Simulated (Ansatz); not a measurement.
## Y (simple cubic): energy against volume

All numbers below come from DFT, PBE, plane waves (420 eV) with PAW, scalar-relativistic (Ansatz).

The cell is scaled uniformly from the relaxed one, with fractional coordinates and shape fixed. Energies are extrapolated to zero smearing, pressures are those at the given smearing. Magnetic state: ferromagnetic.

A Birch-Murnaghan fit gives V₀ = 34.99 Å³/atom, B₀ = 27 GPa, B₀′ = 3.2.

Question: What are the energy above the minimum and the pressure at 30.867 Å³/atom?

Answer: 48.1 meV/atom and 4.06 GPa as computed.

Question: What are the energy above the minimum and the pressure at 36.480 Å³/atom?

Answer: 4.9 meV/atom and -1.00 GPa as computed.

Question: What are the energy above the minimum and the pressure at 39.286 Å³/atom?

Answer: 37.2 meV/atom and -2.57 GPa as computed.
